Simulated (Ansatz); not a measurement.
TiO in Ansatz: the effect of Hubbard term

TiO:

```
Ti O
1.0
     4.98909    0.00000    0.00000
    -2.49454    4.32068    0.00000
     0.00000    0.00000    2.87331
Ti O
3 3
Direct
  0.00000 0.00000 0.00000
  0.33333 0.66667 0.50000
  0.66667 0.33333 0.50000
  0.00000 0.39444 0.00000
  0.39444 0.00000 0.00000
  0.60556 0.60556 0.00000
```

The cell comes from a database or a generator and needn't be the stable form of this composition.

Alike in all runs:

```yaml
Program: Ansatz 0.2.0
Task: band structure
Functional: PBEsol
Potentials_or_basis: Ansatz PAW
Cutoff: "420 eV (not typed: the program's choice for these potentials)"
k_mesh: 6 × 6 × 9
Occupations: fermi-dirac, width 0.05 eV
Spin: no spin polarisation
Path: "[[\"G\", \"M\", \"K\", \"G\", \"A\", \"L\", \"H\", \"A\"], [\"L\", \"M\"], [\"K\", \"H\"]]"
Points_for_each_segment_of_the_path: 14
Hubbard_projectors: ortho-atomic (the default)
Double_counting: fll (the default)
```

```tsv
Hubbard term	pressure (GPa)	largest force (eV/Å)
none	-5.8	0.03
Ti d U = 1 eV	-4.4	0.04
Ti d U = 2 eV	-2.9	0.05
Ti d U = 3 eV	?	?
Ti d U = 4 eV	0.5	0.09
Ti d U = 5 eV	2.7	0.14
Ti d U = 6 eV	6.1	0.24
Ti d U = 8 eV	30.2	0.81
```

Problem. What does the run with Hubbard term Ti d U = 3 eV give?

Solution. Pressure -1.3 GPa; largest force 0.07 eV/Å.

Worked out: A parabola through the other rows of the pressure, of slope 2.28 GPa per eV there, gives -4.2 GPa, against the run's -1.3. A parabola through the other rows of the largest force, of slope 0.0394 eV/Å per eV there, gives 0.00 eV/Å, against the run's 0.07. The fit is too stiff a form for this range.

Caveats: the PAW data sets come from PBE, with cores solved anew for the run's functional, which leaves a small shift of forces and pressure; U without spin polarisation on a metal has little footing (some runs); a pressure of tens of GPa on the cell as given is suspect, and the run, the potentials or the cell itself is likely at fault (some runs).
